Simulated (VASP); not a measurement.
# BaO (Fm-3m) in VASP: a series of runs

The runs below take BaO through band structure, with PBE, r2SCAN+rVV10, HSE06.

All numbers are computed with VASP 6.6.1; they aren't measurements. Logs are shortened: lines on timing, memory, paths and dates and some standing lists are left out, and cuts for length are marked.

## Step 1: The crystal as given

It takes space group Fm-3m (No. 225, cubic). The conventional cell has a = 5.561 Å, b = 5.561 Å, c = 5.561 Å, α = 90.00°, β = 90.00°, γ = 90.00°. Around Ba (site symmetry m-3m) lie 6 O at 2.78 Å. Around O (site symmetry m-3m) lie 6 Ba at 2.78 Å.

The cell was built by a generator and needn't be a form met in nature.

## Step 2: Band structure, PBE, non-collinear spin, zero start, spin-orbit coupling

The input, INCAR:

```
SYSTEM = BaO
ALGO = Normal
EDIFF = 1E-7
ENCUT = 520
GGA = PE
GGA_COMPAT = .False.
ISIF = 2
ISMEAR = 0
KPAR = 4
LASPH = .True.
LCHARG = .False.
LORBIT = 11
LREAL = .False.
LSORBIT = .True.
LWAVE = .False.
MAGMOM = 0 0 0 0 0 0
NELM = 60
PREC = Accurate
SIGMA = 0.02
```

The input, KPOINTS:

```
k-points
0
Gamma
  8 8 8
  0 0 0
```

The input, POSCAR:

```
BaO                                     
1.0
   -0.0000000000      2.7807066280      2.7807066280
    2.7807066280     -0.0000000000      2.7807066280
    2.7807066280      2.7807066280     -0.0000000000
  Ba              O             
     1     1
Direct
     0.0000000000000000    0.0000000000000000    0.0000000000000000
     0.5000000000000000    0.5000000000000000    0.5000000000000000
```

The input, KPOINTS_OPT:

```
path GXWKGLUWLK,UX
10
line-mode
reciprocal
 0.0000000000  0.0000000000  0.0000000000  G
 0.5000000000  0.0000000000  0.5000000000  X

 0.5000000000  0.0000000000  0.5000000000  X
 0.5000000000  0.2500000000  0.7500000000  W

 0.5000000000  0.2500000000  0.7500000000  W
 0.3750000000  0.3750000000  0.7500000000  K

 0.3750000000  0.3750000000  0.7500000000  K
 0.0000000000  0.0000000000  0.0000000000  G

 0.0000000000  0.0000000000  0.0000000000  G
 0.5000000000  0.5000000000  0.5000000000  L

 0.5000000000  0.5000000000  0.5000000000  L
 0.6250000000  0.2500000000  0.6250000000  U

 0.6250000000  0.2500000000  0.6250000000  U
 0.5000000000  0.2500000000  0.7500000000  W

 0.5000000000  0.2500000000  0.7500000000  W
 0.5000000000  0.5000000000  0.5000000000  L

 0.5000000000  0.5000000000  0.5000000000  L
 0.3750000000  0.3750000000  0.7500000000  K

 0.6250000000  0.2500000000  0.6250000000  U
 0.5000000000  0.0000000000  0.5000000000  X
```

Potentials or basis: VASP PAW PBE potentials, release 64 (Ba_sv, O).

Launch:

```console
cat potpaw_PBE.64/Ba_sv/POTCAR potpaw_PBE.64/O/POTCAR > POTCAR
mpirun -np 4 vasp_ncl > vasp.out
```

OUTCAR:

```text
SYSTEM = BaO
   EDIFF = 1E-7
   ENCUT = 520
   GGA = PE
   ISIF = 2
   ISMEAR = 0
   LASPH = .True.
   LORBIT = 11
   LREAL = .False.
   LSORBIT = .True.
   NELM = 60
   PREC = Accurate

 ion  position               nearest neighbor table
   1  0.000  0.000  0.000-   2 2.78   2 2.78   2 2.78   2 2.78   2 2.78   2 2.78
   2  0.500  0.500  0.500-   1 2.78   1 2.78   1 2.78   1 2.78   1 2.78   1 2.78

  LATTYP: Found a face centered cubic cell.
 ALAT       =     5.5614132560

  Lattice vectors:

 A1 = (   0.0000000000,   2.7807066280,   2.7807066280)
 A2 = (   2.7807066280,   0.0000000000,   2.7807066280)
 A3 = (   2.7807066280,   2.7807066280,   0.0000000000)

Analysis of symmetry for initial positions (statically):
=====================================================================
 Subroutine PRICEL returns:
 Original cell was already a primitive cell.

 Routine SETGRP: Setting up the symmetry group for a
 face centered cubic supercell.

 Subroutine GETGRP returns: Found 48 space group operations
 (whereof 48 operations were pure point group operations)
 out of a pool of 48 trial point group operations.

The static configuration has the point symmetry O_h .

Analysis of symmetry for dynamics (positions and initial velocities):
=====================================================================
 Subroutine PRICEL returns:
 Original cell was already a primitive cell.

 Routine SETGRP: Setting up the symmetry group for a
 face centered cubic supercell.

 Subroutine GETGRP returns: Found 48 space group operations
 (whereof 48 operations were pure point group operations)
 out of a pool of 48 trial point group operations.

The dynamic configuration has the point symmetry O_h .

Analysis of structural, dynamic, and magnetic symmetry:
=====================================================================
 Subroutine PRICEL returns:
 Original cell was already a primitive cell.

 Routine SETGRP: Setting up the symmetry group for a
 face centered cubic supercell.

 Subroutine GETGRP returns: Found 48 space group operations
 (whereof 48 operations were pure point group operations)
 out of a pool of 48 trial point group operations.

The overall configuration has the point symmetry O_h .

 Subroutine INISYM returns: Found 48 space group operations
 (whereof 48 operations are pure point group operations),
 and found     1 'primitive' translations

----------------------------------------------------------------------------------------

                                     Primitive cell

  volume of cell :      43.0027

  direct lattice vectors                    reciprocal lattice vectors
     0.000000000  2.780706628  2.780706628    -0.179810410  0.179810410  0.179810410
     2.780706628  0.000000000  2.780706628     0.179810410 -0.179810410  0.179810410
     2.780706628  2.780706628  0.000000000     0.179810410  0.179810410 -0.179810410

  length of vectors
     3.932513026  3.932513026  3.932513026     0.311440767  0.311440767  0.311440767

  position of ions in fractional coordinates (direct lattice)
     0.000000000  0.000000000  0.000000000
     0.500000000  0.500000000  0.500000000

  ion indices of the primitive-cell ions
   primitive index   ion index
                 1           1
                 2           2

----------------------------------------------------------------------------------------

 KPOINTS: k-points

Automatic generation of k-mesh.
 Grid dimensions read from file:
 generate k-points for:    8    8    8

 Generating k-lattice:

  Cartesian coordinates                     Fractional coordinates (reciprocal lattice)
    -0.022476301  0.022476301  0.022476301     0.125000000  0.000000000  0.000000000
     0.022476301 -0.022476301  0.022476301     0.000000000  0.125000000  0.000000000
     0.022476301  0.022476301 -0.022476301     0.000000000  0.000000000  0.125000000

  Length of vectors
     0.038930096  0.038930096  0.038930096

  Shift w.r.t. Gamma in fractional coordinates (k-lattice)
     0.000000000  0.000000000  0.000000000

 Subroutine IBZKPT returns following result:
 ===========================================

 Found     29 irreducible k-points:

 Following reciprocal coordinates:
[... 45 lines left out ...]
   LREAL  =      F    real-space projection
   EDIFFG = 0.1E-05   stopping-criterion for IOM
   NSW    =      0    number of steps for IOM
   IBRION =     -1    ionic relax: 0-MD 1-quasi-New 2-CG
   NFREE  =      0    steps in history (QN), initial steepest desc. (CG)
   ISIF   =      2    stress and relaxation
   ISYM   =      2    0-nonsym 1-usesym 2-fastsym
   POTIM  = 0.5000    time-step for ionic-motion
   TEBEG  =    0.0;   TEEND  =   0.0 temperature during run
   PSTRESS=    0.0 pullay stress
   NELECT =      16.0000    total number of electrons
   NUPDOWN=      -1.0000    fix difference up-down
   EMIN   =  10.00;   EMAX   =-10.00  energy-range for DOS
   EFERMI =   0.00;   METHOD = LEGACY
   ISMEAR =     0;   SIGMA  =   0.02  broadening in eV -4-tet -1-fermi 0-gaus
   EFERMI_NEDOS =   21; number of points for ismear=-14 and -15
   IALGO  =     38    algorithm
   IMIX   =      4    mixing-type and parameters
     AMIX     =   0.40;   BMIX     =  1.00
     AMIX_MAG =   1.60;   BMIX_MAG =  1.00
  volume/ion in A,a.u.               =      21.50       145.10
  Fermi-wavevector in a.u.,A,eV,Ry     =   1.177469  2.225095 18.863584  1.386434
  Thomas-Fermi vector in A             =   2.313815
   LORBIT       =     11    0 simple, 1 ext, 2 COOP (PROOUT), +10 PAW based schemes
   GGA     = PE    functional components
   LHFCALC =     F    Hartree Fock is set to
   AEXX    =    0.0000 exact exchange contribution
   IVDW    =     0    specifies the selected vdW correction
   LEPSILON=     F    determine dielectric tensor
   LRPA    =     F    only Hartree local field effects (RPA)
 Gauss-broadening in eV      SIGMA  =   0.02
  energy-cutoff  :      520.00
  volume of cell :       43.00
 maximum number of plane-waves:      2348
 NGX is ok and might be reduce to    30
   NGX = 15   NGY = 15   NGZ = 15

 number of electron      16.0000000 magnetization       0.0000000      0.0000000      0.0000000

 number of electron      16.0000000 magnetization       0.0000000     -0.0000000     -0.0000000

 number of electron      16.0000000 magnetization      -0.0000000      0.0000000      0.0000000

 Free energy of the ion-electron system (eV)
  ---------------------------------------------------
  ext. energy  EPLUGINS =         0.00000000
  ---------------------------------------------------
  free energy    TOTEN  =       -11.99638149 eV

  energy without entropy =      -11.99638149  energy(sigma->0) =      -11.99638149

 E-fermi :   1.9349     XC(G=0):  -9.5665

 val. band max:        1.8511771020   @ k =   0.5000   0.5000   0.0000
 cond. band min:       3.8035061745   @ k =   0.5000   0.5000   0.0000
 fundamental gap:      1.9523290725
 Fermi energy:         1.9348792754

 k-point     1 :       0.0000    0.0000    0.0000
  band No.  band energies     occupation
      1     -24.1218      1.00000
      2     -24.1218      1.00000
      3     -13.1899      1.00000
      4     -13.1899      1.00000
      5     -10.0472      1.00000
      6     -10.0472      1.00000
[... 637 lines left out ...]
     23       9.6442      0.00000
     24       9.6442      0.00000

 [... further k-points ...]

------------------------ aborting loop because EDIFF is reached ----------------------------------------

  FORCE on cell =-STRESS in cart. coord.  units (eV):
  Direction    XX          YY          ZZ          XY          YZ          ZX
  --------------------------------------------------------------------------------------
  -------------------------------------------------------------------------------------
  Total        0.5540200      0.5540200      0.5540200      0.0000000      0.0000000     -0.0000000
  in kB       20.6414660     20.6414660     20.6414660      0.0000000      0.0000000     -0.0000000
  external PRESSURE =      20.6414660 kB  Pullay stress =       0.0000000 kB

 VOLUME and BASIS-vectors are now :
 -----------------------------------------------------------------------------
  energy-cutoff  :      520.00
  volume of cell :       43.00
      direct lattice vectors                 reciprocal lattice vectors
     0.000000000  2.780706628  2.780706628    -0.179810410  0.179810410  0.179810410
     2.780706628  0.000000000  2.780706628     0.179810410 -0.179810410  0.179810410
     2.780706628  2.780706628  0.000000000     0.179810410  0.179810410 -0.179810410

 POSITION                                       TOTAL-FORCE (eV/Angst)
 -----------------------------------------------------------------------------------
      0.00000      0.00000      0.00000         0.000000      0.000000      0.000000
      2.78071      2.78071      2.78071         0.000000      0.000000      0.000000
 -----------------------------------------------------------------------------------
    total drift:                                0.000000      0.000000      0.000000

  FREE ENERGIE OF THE ION-ELECTRON SYSTEM (eV)
  ---------------------------------------------------
  free  energy   TOTEN  =       -11.9963814888 eV

  energy  without entropy=      -11.9963814888  energy(sigma->0) =      -11.99638149

 Spin-Orbit-Coupling matrix elements

 Ion:    1  E_soc:     -0.3905329
 l=   1
     0.0000000    -0.0649020    -0.0649020
    -0.0649020     0.0000000    -0.0649020
    -0.0649020    -0.0649020     0.0000000
 l=   2
     0.0000000    -0.0000130     0.0000000    -0.0000130    -0.0001738
    -0.0000130     0.0000000    -0.0001304    -0.0000130    -0.0000435
     0.0000000    -0.0001304     0.0000000    -0.0001304     0.0000000
    -0.0000130    -0.0000130    -0.0001304     0.0000000    -0.0000435
    -0.0001738    -0.0000435     0.0000000    -0.0000435     0.0000000
 l=   3
     0.0000000     0.0000000     0.0000000     0.0000000     0.0000000     0.0000000     0.0000000
     0.0000000     0.0000000     0.0000000     0.0000000     0.0000000     0.0000000     0.0000000
     0.0000000     0.0000000     0.0000000     0.0000000     0.0000000     0.0000000     0.0000000
     0.0000000     0.0000000     0.0000000     0.0000000     0.0000000     0.0000000     0.0000000
     0.0000000     0.0000000     0.0000000     0.0000000     0.0000000     0.0000000     0.0000000
     0.0000000     0.0000000     0.0000000     0.0000000     0.0000000     0.0000000     0.0000000
     0.0000000     0.0000000     0.0000000     0.0000000     0.0000000     0.0000000     0.0000000

 Ion:    2  E_soc:     -0.0005478
 l=   1
     0.0000000    -0.0000913    -0.0000913
    -0.0000913     0.0000000    -0.0000913
    -0.0000913    -0.0000913     0.0000000
 l=   2
     0.0000000     0.0000000     0.0000000     0.0000000     0.0000000
     0.0000000     0.0000000     0.0000000     0.0000000     0.0000000
     0.0000000     0.0000000     0.0000000     0.0000000     0.0000000
     0.0000000     0.0000000     0.0000000     0.0000000     0.0000000
     0.0000000     0.0000000     0.0000000     0.0000000     0.0000000
 l=   3
     0.0000000     0.0000000     0.0000000     0.0000000     0.0000000     0.0000000     0.0000000
     0.0000000     0.0000000     0.0000000     0.0000000     0.0000000     0.0000000     0.0000000
     0.0000000     0.0000000     0.0000000     0.0000000     0.0000000     0.0000000     0.0000000
     0.0000000     0.0000000     0.0000000     0.0000000     0.0000000     0.0000000     0.0000000
     0.0000000     0.0000000     0.0000000     0.0000000     0.0000000     0.0000000     0.0000000
     0.0000000     0.0000000     0.0000000     0.0000000     0.0000000     0.0000000     0.0000000
     0.0000000     0.0000000     0.0000000     0.0000000     0.0000000     0.0000000     0.0000000

 total charge

# of ion       s       p       d       tot
------------------------------------------
    1        2.016   5.624   0.333   7.973
    2        1.559   3.375   0.000   4.934
--------------------------------------------------
tot          3.575   8.999   0.333  12.907

 magnetization (x)

# of ion       s       p       d       tot
------------------------------------------
    1        0.000  -0.000   0.000   0.000
    2        0.000   0.000   0.000   0.000
--------------------------------------------------
tot          0.000   0.000   0.000   0.000

 magnetization (y)

# of ion       s       p       d       tot
------------------------------------------
    1        0.000   0.000  -0.000  -0.000
    2       -0.000   0.000   0.000   0.000
--------------------------------------------------
tot         -0.000   0.000  -0.000   0.000

 magnetization (z)

# of ion       s       p       d       tot
------------------------------------------
    1       -0.000   0.000  -0.000  -0.000
    2        0.000  -0.000   0.000  -0.000
--------------------------------------------------
tot          0.000  -0.000  -0.000  -0.000
```

It took 53 s on 4 MPI ranks of Intel Xeon Platinum 8488C (Sapphire Rapids), shared host; peak memory 0.31 GiB.

What came out:

| Property | Result |
| --- | --- |
| Free energy | -11.9964 eV |
| Pressure | 2.1 GPa |
| Net moment | 0.00 μB per cell |
| Valence electrons inside the program's atomic spheres | Ba 7.97; O 4.93 |

Moments on the atoms (μB; x, y, z):
```
Ba  0.00 0.00 0.00
O   0.00 0.00 0.00
```

(Continued in part 2 of 3.)
